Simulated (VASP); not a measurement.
# K (Pm-3m) in VASP: notebook

Runs on K. Level: PBEsol. Tasks: single point.

All numbers are computed with VASP 6.6.1; they aren't measurements. Logs are shortened: lines on timing, memory, paths and dates and some standing lists are left out, and cuts for length are marked.

**1. The crystal as given**

Symmetry: Pm-3m, No. 221, cubic system. The conventional cell has a = 4.255 Å, b = 4.255 Å, c = 4.255 Å, α = 90.00°, β = 90.00°, γ = 90.00°. K (site symmetry m-3m) has 6 K at 4.25 Å as nearest neighbours.

This isn't the form of K at room conditions, which is bcc.

**2. Single point, PBEsol**

File INCAR:

```
PREC     = Accurate       # precision mode
ENCUT    = 520            # plane-wave cutoff, eV
EDIFF    = 1E-7           # SCF threshold, eV
ISMEAR   = -1             # smearing method
SIGMA    = 0.1            # smearing width, eV
LREAL    = False          # projectors in reciprocal space
LASPH    = True           # aspherical terms in the spheres
NELM     = 80             # most SCF steps
ALGO     = Fast           # electronic algorithm
ISIF     = 2              # what is computed and relaxed
LWAVE    = False          # write WAVECAR
LCHARG   = False          # write CHGCAR
GGA      = PS             # functional
NBANDS   = 10             # bands
```

File KPOINTS:

```
Automatic mesh
0
Gamma
  12 12 12
```

File POSCAR:

```
K
1.0
    4.2548496140      0.0000000000      0.0000000000
    0.0000000000      4.2548496140      0.0000000000
    0.0000000000      0.0000000000      4.2548496140
K
1
Direct
    0.0000000000      0.0000000000      0.0000000000
```

Potentials or basis: VASP PAW PBE potentials, release 64 (K_sv).

Launch:

```
$ cat potpaw_PBE.64/K_sv/POTCAR > POTCAR
$ mpirun -np 1 vasp_std > vasp.out
```

OUTCAR:

```text
PREC = Accurate
   ENCUT = 520
   EDIFF = 1E-7
   ISMEAR = -1
   LREAL = False
   LASPH = True
   NELM = 80
   ISIF = 2
   GGA = PS

 ion  position               nearest neighbor table
   1  0.000  0.000  0.000-

  LATTYP: Found a simple cubic cell.
 ALAT       =     4.2548496140

  Lattice vectors:

 A1 = (   4.2548496140,   0.0000000000,   0.0000000000)
 A2 = (   0.0000000000,   4.2548496140,   0.0000000000)
 A3 = (   0.0000000000,   0.0000000000,   4.2548496140)

Analysis of symmetry for initial positions (statically):
=====================================================================
 Subroutine PRICEL returns:
 Original cell was already a primitive cell.

 Routine SETGRP: Setting up the symmetry group for a
 simple cubic supercell.

 Subroutine GETGRP returns: Found 48 space group operations
 (whereof 48 operations were pure point group operations)
 out of a pool of 48 trial point group operations.

The static configuration has the point symmetry O_h .

Analysis of symmetry for dynamics (positions and initial velocities):
=====================================================================
 Subroutine PRICEL returns:
 Original cell was already a primitive cell.

 Routine SETGRP: Setting up the symmetry group for a
 simple cubic supercell.

 Subroutine GETGRP returns: Found 48 space group operations
 (whereof 48 operations were pure point group operations)
 out of a pool of 48 trial point group operations.

The dynamic configuration has the point symmetry O_h .

 Subroutine INISYM returns: Found 48 space group operations
 (whereof 48 operations are pure point group operations),
 and found     1 'primitive' translations

----------------------------------------------------------------------------------------

                                     Primitive cell

  volume of cell :      77.0287

  direct lattice vectors                    reciprocal lattice vectors
     4.254849614  0.000000000  0.000000000     0.235025933  0.000000000  0.000000000
     0.000000000  4.254849614  0.000000000     0.000000000  0.235025933  0.000000000
     0.000000000  0.000000000  4.254849614     0.000000000  0.000000000  0.235025933

  length of vectors
     4.254849614  4.254849614  4.254849614     0.235025933  0.235025933  0.235025933

[... 81 lines left out ...]
   NSW    =      0    number of steps for IOM
   IBRION =     -1    ionic relax: 0-MD 1-quasi-New 2-CG
   NFREE  =      0    steps in history (QN), initial steepest desc. (CG)
   ISIF   =      2    stress and relaxation
   ISYM   =      2    0-nonsym 1-usesym 2-fastsym
   POTIM  = 0.5000    time-step for ionic-motion
   TEBEG  =    0.0;   TEEND  =   0.0 temperature during run
   PSTRESS=    0.0 pullay stress
   NELECT =       9.0000    total number of electrons
   NUPDOWN=      -1.0000    fix difference up-down
   EMIN   =  10.00;   EMAX   =-10.00  energy-range for DOS
   EFERMI =   0.00;   METHOD = LEGACY
   ISMEAR =    -1;   SIGMA  =   0.10  broadening in eV -4-tet -1-fermi 0-gaus
   EFERMI_NEDOS =   21; number of points for ismear=-14 and -15
   IALGO  =     68    algorithm
   IMIX   =      4    mixing-type and parameters
     AMIX     =   0.40;   BMIX     =  1.00
     AMIX_MAG =   1.60;   BMIX_MAG =  1.00
  volume/ion in A,a.u.               =      77.03       519.82
  Fermi-wavevector in a.u.,A,eV,Ry     =   0.800334  1.512413  8.715009  0.640535
  Thomas-Fermi vector in A             =   1.907610
   LORBIT       =      0    0 simple, 1 ext, 2 COOP (PROOUT), +10 PAW based schemes
   GGA     = PS    functional components
   LHFCALC =     F    Hartree Fock is set to
   AEXX    =    0.0000 exact exchange contribution
   IVDW    =     0    specifies the selected vdW correction
   LEPSILON=     F    determine dielectric tensor
   LRPA    =     F    only Hartree local field effects (RPA)
 non-spin polarized calculation
 RMM-DIIS sequential band-by-band and
  energy-cutoff  :      520.00
  volume of cell :       77.03
 maximum number of plane-waves:      2103
 NGX is ok and might be reduce to    32
   NGX = 15   NGY = 15   NGZ = 15

 number of electron       8.9999998 magnetization

 Free energy of the ion-electron system (eV)
  ---------------------------------------------------
  ext. energy  EPLUGINS =         0.00000000
  ---------------------------------------------------
  free energy    TOTEN  =        -1.03846099 eV

  energy without entropy =       -1.01254961  energy(sigma->0) =       -1.02550530

 E-fermi :  -0.2354     XC(G=0):  -5.5769

 val. band max:       -0.2784677013   @ k =   0.3333   0.2500   0.2500
 cond. band min:      -0.2235540141   @ k =   0.4167   0.2500   0.0833
 fundamental gap:      0.0549136873
 Fermi energy:        -0.2354189634

 k-point     1 :       0.0000    0.0000    0.0000
  band No.  band energies     occupation
      1     -32.4264      2.00000
      2     -15.9241      2.00000
      3     -15.9241      2.00000
      4     -15.9241      2.00000
      5      -2.3397      2.00000
      6       2.6541      0.00000
      7       2.6541      0.00000
      8       6.0237      0.00000
      9       6.1392      0.00000
     10       6.2438      0.00000
[... 287 lines left out ...]
 k-point    24 :       0.4167    0.3333    0.0000
  band No.  band energies     occupation
      1     -32.4181      2.00000
      2     -16.0049      2.00000
      3     -15.9859      2.00000
      4     -15.9105      2.00000
      5       0.0804      0.08152
      6       1.2691      0.00000
      7       2.3537      0.00000
      8       3.2288      0.00000
      9       4.8206      0.00000
     10       5.1143      0.00000

 [... further k-points ...]

------------------------ aborting loop because EDIFF is reached ----------------------------------------

  FORCE on cell =-STRESS in cart. coord.  units (eV):
  Direction    XX          YY          ZZ          XY          YZ          ZX
  --------------------------------------------------------------------------------------
  -------------------------------------------------------------------------------------
  Total       -0.0198890     -0.0198890     -0.0198890      0.0000000     -0.0000000      0.0000000
  in kB       -0.4136853     -0.4136853     -0.4136853      0.0000000     -0.0000000      0.0000000
  external PRESSURE =      -0.4136853 kB  Pullay stress =       0.0000000 kB

 VOLUME and BASIS-vectors are now :
 -----------------------------------------------------------------------------
  energy-cutoff  :      520.00
  volume of cell :       77.03
      direct lattice vectors                 reciprocal lattice vectors
     4.254849614  0.000000000  0.000000000     0.235025933  0.000000000  0.000000000
     0.000000000  4.254849614  0.000000000     0.000000000  0.235025933  0.000000000
     0.000000000  0.000000000  4.254849614     0.000000000  0.000000000  0.235025933

 POSITION                                       TOTAL-FORCE (eV/Angst)
 -----------------------------------------------------------------------------------
      0.00000      0.00000      0.00000         0.000000      0.000000      0.000000
 -----------------------------------------------------------------------------------
    total drift:                                0.000000      0.000000      0.000000

  FREE ENERGIE OF THE ION-ELECTRON SYSTEM (eV)
  ---------------------------------------------------
  free  energy   TOTEN  =        -1.0384609897 eV

  energy  without entropy=       -1.0125496066  energy(sigma->0) =       -1.02550530
```

OSZICAR:

```text
N       E                     dE             d eps       ncg     rms          rms(c)
DAV:   1     0.470733688216E+02    0.47073E+02   -0.35606E+03  1680   0.684E+02
DAV:   2     0.596507618002E+00   -0.46477E+02   -0.45798E+02  1802   0.192E+02
DAV:   3    -0.990980912316E+00   -0.15875E+01   -0.15775E+01  2650   0.282E+01
DAV:   4    -0.104195425874E+01   -0.50973E-01   -0.50826E-01  2326   0.425E+00
DAV:   5    -0.104317350498E+01   -0.12192E-02   -0.12153E-02  2566   0.443E-01    0.180E+00
RMM:   6    -0.103996218848E+01    0.32113E-02   -0.27478E-03  2272   0.382E-01    0.121E+00
RMM:   7    -0.103839453223E+01    0.15677E-02   -0.69306E-03  2338   0.511E-01    0.103E-01
RMM:   8    -0.103842555016E+01   -0.31018E-04   -0.12530E-03  2496   0.322E-01    0.457E-02
RMM:   9    -0.103845777399E+01   -0.32224E-04   -0.21538E-04  2658   0.959E-02    0.266E-02
RMM:  10    -0.103845745675E+01    0.31724E-06   -0.82375E-05  2683   0.591E-02    0.987E-03
RMM:  11    -0.103845926369E+01   -0.18069E-05   -0.15172E-05  2959   0.215E-02    0.963E-03
RMM:  12    -0.103846012371E+01   -0.86002E-06   -0.52869E-06  2942   0.120E-02    0.404E-03
RMM:  13    -0.103846095645E+01   -0.83273E-06   -0.19968E-06  2732   0.865E-03    0.225E-03
RMM:  14    -0.103846094640E+01    0.10044E-07   -0.11573E-06  2523   0.535E-03    0.881E-04
RMM:  15    -0.103846098966E+01   -0.43260E-07   -0.53557E-07  2268   0.373E-03
   1 F= -.10384610E+01 E0= -.10255053E+01  d E =-.259114E-01
```

stdout:

```text
POSCAR found type information on POSCAR K
 POSCAR found :  1 types and       1 ions
 scaLAPACK will be used
 -----------------------------------------------------------------------------
|                                                                             |
|                                                                             |
|     You enforced a specific xc type in the INCAR file but a different       |
|     I HOPE YOU KNOW WHAT YOU ARE DOING!                                     |
|                                                                             |
 -----------------------------------------------------------------------------

 LDA part: xc-table for (Slater+PW92), standard interpolation
 POSCAR, INCAR and KPOINTS ok, starting setup
 FFT: planning ... GRIDC
 FFT: planning ... GRID_SOFT
 FFT: planning ... GRID
 WAVECAR not read
 entering main loop
WARNING in EDDRMM: call to ZHEGV failed, returncode =   6  3      6
```

Run time: 49 s. Hardware: 1 thread of Intel Xeon Platinum 8488C (Sapphire Rapids), shared host; peak memory 0.21 GiB.

Results:

| Quantity | Value |
| --- | --- |
| Free energy | -1.0385 eV |
| Pressure | 0.0 GPa |
| Band gap on the k mesh | none (metal or under the smearing width) |

Caveat: the PAW data sets were made with another functional, which shifts forces and pressure a little.

**3. Single point, PBEsol**

This run uses another cell than the first one, of 73.95 Å³/atom, 0.960 times its volume.

File INCAR:

```
  PREC = Accurate
  ENCUT = 520
  EDIFF = 1E-7
  ISMEAR = -1
  SIGMA = 0.1
  LREAL = F
  LASPH = T
  NELM = 100
  ALGO = Normal
  ISIF = 2
  LWAVE = F
  LCHARG = F
  GGA = PS
  NBANDS = 10
```

File KPOINTS:

```
Automatic mesh
0
Gamma
  8 8 8
```

File POSCAR:

```
K
1.0
    4.1973445970      0.0000000000      0.0000000000
    0.0000000000      4.1973445970      0.0000000000
    0.0000000000      0.0000000000      4.1973445970
K
1
Direct
    0.0000000000      0.0000000000      0.0000000000
```

Potentials or basis: VASP PAW PBE potentials, release 64 (K_sv).

Launch:

```
$ cat potpaw_PBE.64/K_sv/POTCAR > POTCAR
$ mpirun -np 1 vasp_std > vasp.out
```

OUTCAR:

```text
PREC = Accurate
   ENCUT = 520
   EDIFF = 1E-7
   ISMEAR = -1
   LREAL = F
   LASPH = T
   NELM = 100
   ISIF = 2
   GGA = PS

 ion  position               nearest neighbor table
   1  0.000  0.000  0.000-

  LATTYP: Found a simple cubic cell.
 ALAT       =     4.1973445970

  Lattice vectors:

 A1 = (   4.1973445970,   0.0000000000,   0.0000000000)
 A2 = (   0.0000000000,   4.1973445970,   0.0000000000)
 A3 = (   0.0000000000,   0.0000000000,   4.1973445970)

Analysis of symmetry for initial positions (statically):
=====================================================================
 Subroutine PRICEL returns:
 Original cell was already a primitive cell.

 Routine SETGRP: Setting up the symmetry group for a
 simple cubic supercell.

 Subroutine GETGRP returns: Found 48 space group operations
 (whereof 48 operations were pure point group operations)
 out of a pool of 48 trial point group operations.

The static configuration has the point symmetry O_h .

Analysis of symmetry for dynamics (positions and initial velocities):
[... 166 lines left out ...]
  band No.  band energies     occupation
      1     -32.3253      2.00000
      2     -15.8183      2.00000
      3     -15.8183      2.00000
      4     -15.8183      2.00000
      5      -2.3104      2.00000
      6       2.7435      0.00000
      7       2.7435      0.00000
      8       6.1841      0.00000
      9       6.1841      0.00000
     10       6.1841      0.00000
[... 287 lines left out ...]
 k-point    24 :       0.5000    0.3750    0.1250
  band No.  band energies     occupation
      1     -32.3135      2.00000
      2     -15.9140      2.00000
      3     -15.8969      2.00000
      4     -15.8162      2.00000
      5       0.7948      0.00018
      6       1.3377      0.00000
      7       2.5248      0.00000
      8       3.0091      0.00000
      9       4.8339      0.00000
     10       4.9192      0.00000

 [... further k-points ...]

------------------------ aborting loop because EDIFF is reached ----------------------------------------

  FORCE on cell =-STRESS in cart. coord.  units (eV):
  Direction    XX          YY          ZZ          XY          YZ          ZX
  --------------------------------------------------------------------------------------
  -------------------------------------------------------------------------------------
  Total        0.0348160      0.0348160      0.0348160     -0.0000000     -0.0000000     -0.0000000
  in kB        0.7543382      0.7543382      0.7543382     -0.0000000     -0.0000000     -0.0000000
  external PRESSURE =       0.7543382 kB  Pullay stress =       0.0000000 kB

 VOLUME and BASIS-vectors are now :
 -----------------------------------------------------------------------------
  energy-cutoff  :      520.00
  volume of cell :       73.95
      direct lattice vectors                 reciprocal lattice vectors
     4.197344597  0.000000000  0.000000000     0.238245866  0.000000000  0.000000000
     0.000000000  4.197344597  0.000000000     0.000000000  0.238245866  0.000000000
     0.000000000  0.000000000  4.197344597     0.000000000  0.000000000  0.238245866

 POSITION                                       TOTAL-FORCE (eV/Angst)
 -----------------------------------------------------------------------------------
      0.00000      0.00000      0.00000         0.000000      0.000000      0.000000
 -----------------------------------------------------------------------------------
    total drift:                               -0.000000      0.000000      0.000000

  FREE ENERGIE OF THE ION-ELECTRON SYSTEM (eV)
  ---------------------------------------------------
  free  energy   TOTEN  =        -1.0394824884 eV

  energy  without entropy=       -1.0172251426  energy(sigma->0) =       -1.02835382
```

OSZICAR:

```text
N       E                     dE             d eps       ncg     rms          rms(c)
DAV:   1     0.445622639306E+02    0.44562E+02   -0.36777E+03   700   0.704E+02
DAV:   2     0.534731327311E+00   -0.44028E+02   -0.43577E+02   760   0.189E+02
DAV:   3    -0.961200764491E+00   -0.14959E+01   -0.14917E+01  1056   0.280E+01
DAV:   4    -0.104279429373E+01   -0.81594E-01   -0.81511E-01   988   0.519E+00
DAV:   5    -0.104470597955E+01   -0.19117E-02   -0.19113E-02  1036   0.625E-01    0.190E+00
DAV:   6    -0.104114738349E+01    0.35586E-02   -0.45610E-03   998   0.468E-01    0.126E+00
DAV:   7    -0.103947679347E+01    0.16706E-02   -0.81750E-03   876   0.563E-01    0.106E-01
DAV:   8    -0.103948066901E+01   -0.38755E-05   -0.94628E-04  1020   0.293E-01    0.498E-02
DAV:   9    -0.103948979548E+01   -0.91265E-05   -0.34842E-05  1148   0.547E-02    0.213E-02
DAV:  10    -0.103948320879E+01    0.65867E-05   -0.25621E-05   902   0.360E-02    0.688E-03
DAV:  11    -0.103948276445E+01    0.44434E-06   -0.65380E-07   904   0.561E-03    0.198E-03
DAV:  12    -0.103948249445E+01    0.27001E-06   -0.85758E-08   844   0.201E-03    0.207E-04
DAV:  13    -0.103948248838E+01    0.60624E-08   -0.77256E-09   454   0.630E-04
   1 F= -.10394825E+01 E0= -.10283538E+01  d E =-.222573E-01
```

Run time: 20 s. Hardware: 1 thread of Intel Xeon Platinum 8488C (Sapphire Rapids), shared host; peak memory 0.17 GiB.

What came out:

| Quantity | Value |
| --- | --- |
| Free energy | -1.0395 eV |
| Pressure | 0.1 GPa |
| Band gap on the k mesh | none (metal or under the smearing width) |

Caveat: the PAW data sets were made with another functional, which shifts forces and pressure a little.

**4. Single point, PBEsol**

This run uses another cell than the first one, of 86.27 Å³/atom, 1.120 times its volume.

File INCAR:

```
SYSTEM = K
PREC = Accurate ; ENCUT = 520
EDIFF = 1E-6 ; ISMEAR = -1
SIGMA = 0.1 ; LREAL = .False.
LASPH = .True. ; NELM = 80
ALGO = Normal ; ISIF = 2
LWAVE = .False. ; LCHARG = .False.
GGA = PS ; NBANDS = 10
```

File KPOINTS:

```
regular mesh
0
Gamma
  8 8 8
  0 0 0
```

File POSCAR:

```
K
1.0
    4.4186563050      0.0000000000      0.0000000000
    0.0000000000      4.4186563050      0.0000000000
    0.0000000000      0.0000000000      4.4186563050
K
1
Direct
    0.0000000000      0.0000000000      0.0000000000
```

Launch:

```
$ cat potpaw_PBE.64/K_sv/POTCAR > POTCAR
$ mpirun -np 1 vasp_std > vasp.out
```

It took 19 s on 1 thread of Intel Xeon Platinum 8488C (Sapphire Rapids), shared host; peak memory 0.2 GiB.

It converged, with:

* Free energy: -1.0300 eV
* Pressure: -0.3 GPa
* Band gap on the k mesh: none (metal or under the smearing width)

Levels at points of the mesh, in eV from the Fermi level:
```
           k point  band 1  band 2  band 3  band 4  band 5  band 6  band 7  band 8
(0.00, 0.00, 0.00)  -32.25  -15.76  -15.76  -15.76   -1.96    2.86    2.86    5.99
(0.50, 0.00, 0.00)  -32.25  -15.82  -15.75  -15.75   -0.07    0.18    3.44    4.55
(0.50, 0.50, 0.00)  -32.24  -15.81  -15.81  -15.75    1.20    1.94    2.01    2.01
(0.50, 0.50, 0.50)  -32.24  -15.81  -15.81  -15.81    2.29    2.29    2.29    3.98
```

Caveat: the PAW data sets were made with another functional, which shifts forces and pressure a little.

**5. Overview**

```tsv
cell	k mesh	gap on the mesh (eV)	pressure (GPa)
Pm-3m, 77.03 Å³/atom	12 × 12 × 12	none	0.0
Pm-3m, 73.95 Å³/atom	8 × 8 × 8	none	0.1
Pm-3m, 86.27 Å³/atom	8 × 8 × 8	none	-0.3
```

Alike in all rows: task single point; level PBEsol; potentials or basis VASP PAW PBE potentials, release 64 (K_sv); no spin polarisation; cutoff (eV) 520; smearing fermi-dirac 0.1 eV.

Every run on the cell as given and a fine mesh finds a metal.

Caveats: the PAW data sets were made with another functional, which shifts forces and pressure a little.

Total energies depend on the potentials used, so only differences within one code and one set of settings carry meaning.
